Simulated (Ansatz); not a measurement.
# WS2: the cost of one run

Program: Ansatz 0.2.0. Level of theory: reference: DFT, PBE, plane waves, PAW. These are calculated values, not measurements.

5 further runs of the same task are left out: 5 that didn't finish.

## 1. The system as given

It takes space group R3m (No. 160, trigonal). Conventional cell: a = 3.172 Å, b = 3.172 Å, c = 18.712 Å, α = 90.00°, β = 90.00°, γ = 120.00°. Around W (site symmetry 3m) lie 6 S at 2.41 Å. Around S (site symmetry 3m) lie 3 W at 2.41 Å.

Structure file:

```cif
data_structure
_symmetry_space_group_name_H-M 'R3m:H'
_symmetry_Int_Tables_number 160
_cell_length_a 3.1718
_cell_length_b 3.1718
_cell_length_c 18.7124
_cell_angle_alpha 90.000
_cell_angle_beta 90.000
_cell_angle_gamma 120.000
_cell_volume 163.03
loop_
_atom_site_label
_atom_site_type_symbol
_atom_site_symmetry_multiplicity
_atom_site_Wyckoff_symbol
_atom_site_fract_x
_atom_site_fract_y
_atom_site_fract_z
_atom_site_occupancy
W1 W 3 a 0.00000 0.00000 0.00001 1
S1 S 3 a 0.33333 0.66667 0.24987 1
S2 S 3 a 0.66667 0.33333 0.08345 1
```

## 2. Baseline

input.yaml reads:

```yaml
crystal:
  lattice:
    - [1.5858867014, 0.915612114, 6.2374687378]
    - [-1.5858867014, 0.915612114, 6.2374687378]
    - [0.0, -1.8312242279, 6.2374687378]
  atoms:
    - { symbol: W, position: [-1.15694e-05, -1.15694e-05, -1.15694e-05] }
    - { symbol: S, position: [0.4167981809, 0.4167981809, 0.4167981809] }
    - { symbol: S, position: [0.2498800553, 0.2498800553, 0.2498800553] }
kpoints:
  mp_grid: { grid: [6, 6, 6] }
hamiltonian:
  xc: pbe
scf:
  occupations: { method: fixed }
  n_extra_bands: 4
output:
  forces: true
  stress: true
  eigenvalues: true
```

The run is started by

```
> ansatz run input.yaml --threads 4 --pin off --max-ram 3686MiB --backend cpu --events-out ev --progress --plain --runs-dir out
```

**Question.** How long does this run take on 4 threads of an x86-64 CPU, shared host, and how much memory does it need?

About 4.3 s, with a peak of 0.38 GiB.
